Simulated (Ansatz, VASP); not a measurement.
## Re: VASP beside Ansatz

```xyz
2
Lattice="2.7608 0.0000 0.0000 -1.3804 2.3909 0.0000 0.0000 0.0000 4.4582" Properties=species:S:1:pos:R:3 pbc="T T T"
Re    0.0000    1.5939    1.1145
Re    1.3804    0.7970    3.3436
```

Alike in both runs: task relaxation of cell and atoms; functional LDA; k mesh 14 × 14 × 8; occupations fermi-dirac, width 0.1 eV; no spin polarisation.

|  | VASP | Ansatz |
| --- | --- | --- |
| version | VASP 6.6.1 | Ansatz 0.2.0 |
| potentials or method | VASP PAW LDA potentials, release 64 (Re) | PAW with Ansatz's default frozen-core files, scalar-relativistic |
| plane-wave cutoff (eV) | 600 | 420 |
| valence electrons in the cell | 14 | 30 |

|  | VASP | Ansatz | Ansatz less VASP |
| --- | --- | --- | --- |
| relaxed volume (Å³/atom) | 14.40 | 14.34 | -0.058 |
| relaxed cell length with the largest relative difference (Å) | 2.742 | 2.738 | -0.0041 |
| energy change over the relaxation (meV/atom) | -9 | -12 | -3.2 |

The two sets of potentials don't hold the same shells in valence.

Spin-orbit coupling is left out, which matters for the levels of Re. Zero-point motion and thermal expansion aren't in these numbers. LDA usually gives volumes a few per cent too small.
